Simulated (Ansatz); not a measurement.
# Compressing CrO2: a fit and a missing row

CrO2, P4_2/mnm, a = 4.444 Å, c = 2.921 Å. Ansatz: PBE, PAW, 420 eV, Γ-centred 8×8×12 mesh on 6 atoms, Gaussian smearing 0.10 eV; collinear spin, largest moment 1.7 μB. Shape and atoms are relaxed at each volume; pressure is positive in compression.

```
V (Å³/atom) P (GPa)
      8.462        ?
      8.751    27.36
      9.039    16.63
      9.328     7.60
      9.616     0.01
      9.904    -6.30
     10.193   -11.47
     10.578   -16.84
```

Q: Take V0 = 9.616 Å³/atom, count pressures from its P0 = 0.01 GPa, fit the third-order Birch–Murnaghan form to the other rows, and predict the missing pressure.

A: With the Eulerian strain f = ½[(V0/V)^(2/3) − 1] and y = (P − P0)/[3f(1 + 2f)^(5/2)], the form is the line y = B0 + 1.5 B0 (B0′ − 4) f. Rows (f, y): 0.03243, 240.2; 0.02106, 237.3; 0.01024, 234.9; -0.00974, 226.8; -0.01905, 221.4; -0.03079, 213.8. Means f = 0.0006917, y = 229.07; Σ(Δf)² = 0.003003, ΣΔfΔy = 1.232; the slope is their ratio. y = 228.8 + 410.4 f GPa, so B0 = 228.8 GPa and B0′ = 4 + 2 × (410.4)/(3 × 228.8) = 5.20. At V = 8.462, f = 0.04448, y = 247.05 and P = 40.81 GPa. The run gave 40.08 GPa, so the fit is 0.73 GPa too high, 1.3 % of the span of the series, against an rms of 0.12 GPa on the fitted rows. The row lies outside the fitted range. The points of y bend away from a line: a fourth-order term fitted to them gives P = 39.78 GPa at this row's volume (the line 40.81, the run 40.08).

Moments started parallel, and an antiferromagnetic order may lie lower.